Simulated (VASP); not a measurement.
Here is a VASP 6.6.1 calculation.

File INCAR:

```
SYSTEM = Se
ALGO = Normal
EDIFF = 1E-7
ENCUT = 520
GGA = PE
ISIF = 2
ISMEAR = 0
LASPH = .TRUE.
LCHARG = .FALSE.
LREAL = .FALSE.
LWAVE = .FALSE.
NBANDS = 9
NELM = 100
PREC = Accurate
SIGMA = 0.1
```

File KPOINTS:

```
k-points
0
G
  18 18 18
  0 0 0
```

File POSCAR:

```
Se
1.0
   -1.7312659308      1.7312659308      1.7312659308
    1.7312659308     -1.7312659308      1.7312659308
    1.7312659308      1.7312659308     -1.7312659308
Se
1
Direct
    0.0000000000      0.0000000000      0.0000000000
```

Potentials or basis: VASP PAW PBE potentials, release 64 (Se).

Run with:

```sh
$ cat potpaw_PBE.64/Se/POTCAR > POTCAR
$ mpirun -np 1 vasp_std > vasp.out
```

Problem. Predict the pressure.

Solution. -1.3 GPa.

Problem. Predict the band gap on the k mesh.

Solution. None (metal or under the smearing width).
